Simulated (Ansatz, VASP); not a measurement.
LiH: VASP beside Ansatz

```xyz
2
Lattice="0.0000 2.2572 2.2572 2.0603 0.1111 2.1461 2.0386 2.1245 0.1328" Properties=species:S:1:pos:R:3 pbc="T T T"
Li    0.0000    0.1963    0.1963
H     2.0494    2.0501    2.0717
```

Alike in both runs: task single point; functional PBEsol; k mesh 10 × 10 × 10; occupations gaussian, width 0.02 eV; no spin polarisation.

|  | VASP | Ansatz |
| --- | --- | --- |
| version | VASP 6.6.1 | Ansatz 0.2.0 |
| potentials or method | VASP PAW PBE potentials, release 64 (Li_sv, H) | scalar-relativistic, plane waves, PAW |
| plane-wave cutoff (eV) | 520 | 420 |
| valence electrons in the cell | 4 | 4 |

Ansatz gave:

```
gap on the k mesh at the Fermi level (eV) : 3.21
least direct gap on the mesh (eV)         : 3.21
rms of the force components (eV/Å)        : 0.271
```

Question: Estimate VASP's values.

Answer: gap on the k mesh at the Fermi level (eV): 3.20; least direct gap on the mesh (eV): 3.20; rms of the force components (eV/Å): 0.277.

Atom by atom the forces differ by 0.006 eV/Å (rms over components).

Caveats: the PAW data sets were made with another functional, which shifts forces and pressure a little (VASP). A k mesh can miss the band edges.
